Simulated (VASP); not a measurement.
## VASP 6.6.1 run: LiBr

INCAR

```
LWAVE = .FALSE.
ENCUT = 600
NELM = 120
SIGMA = 0.01
LASPH = .TRUE.
ISIF = 2
NBANDS = 12
LCHARG = .FALSE.
METAGGA = R2SCAN
EDIFF = 1E-7
ALGO = Normal
PREC = Accurate
NSW = 0
ISMEAR = 0
IBRION = -1
LREAL = .FALSE.
```

KPOINTS

```
KPOINTS created by Atomic Simulation Environment
0
Gamma
8 8 8
0 0 0
```

POSCAR

```
Li Br
 1.0000000000000000
     0.0000000000000000    2.7395650435869427    2.7395650435869427
     2.7395650435869427    0.0000000000000000    2.7395650435869427
     2.7395650435869427    2.7395650435869427    0.0000000000000000
 Li  Br
   1   1
Cartesian
  0.0000000000000000  0.0000000000000000 -0.0000000000000000
  2.7395650435869432  2.7395650435869432  2.7395650435869432
```

The recommended PBE PAW datasets give the neutral cell 10 valence electrons.

Command

```
mpirun -np 1 vasp_std
```

Question: How does this run end, and what does it give?

Answer: It converged. Results: gap between bands v and c on the k mesh 5.93 eV; least direct gap on the k mesh 5.93 eV; pressure -0.4 GPa. Band v is the last that the valence electrons fill when counted band by band, and c is the next.

OSZICAR

```
N       E                     dE             d eps       ncg     rms          rms(c)
DAV:   1     0.321500136216E+02    0.32150E+02   -0.42870E+03   696   0.841E+02
DAV:   2    -0.176646429739E+02   -0.49815E+02   -0.47603E+02   908   0.148E+02
DAV:   3    -0.207276475200E+02   -0.30630E+01   -0.30524E+01   940   0.371E+01
DAV:   4    -0.207965769889E+02   -0.68929E-01   -0.68906E-01   940   0.568E+00
DAV:   5    -0.207971287727E+02   -0.55178E-03   -0.55178E-03   936   0.521E-01    0.178E+00
DAV:   6    -0.191574576538E+02    0.16397E+01   -0.39225E-01   888   0.453E+00    0.148E+00
DAV:   7    -0.191575657509E+02   -0.10810E-03   -0.17419E-01   716   0.254E+00    0.401E-01
DAV:   8    -0.191539570320E+02    0.36087E-02   -0.42009E-02   756   0.111E+00    0.431E-01
DAV:   9    -0.191529804620E+02    0.97657E-03   -0.37354E-03   784   0.509E-01    0.411E-02
DAV:  10    -0.191527353948E+02    0.24507E-03   -0.56477E-04   844   0.180E-01    0.383E-02
DAV:  11    -0.191530877500E+02   -0.35236E-03   -0.15314E-04   820   0.104E-01    0.306E-02
DAV:  12    -0.191529339553E+02    0.15379E-03   -0.34874E-05   764   0.427E-02    0.470E-03
DAV:  13    -0.191529340464E+02   -0.91103E-07   -0.50486E-07   892   0.579E-03
   1 F= -.19152934E+02 E0= -.19152934E+02  d E =-.205449-137
```

For comparison, a separate r²SCAN run of the intended cell, on usual settings and not on those above, gives a gap of 5.93 eV on its mesh and a pressure of -0.3 GPa.
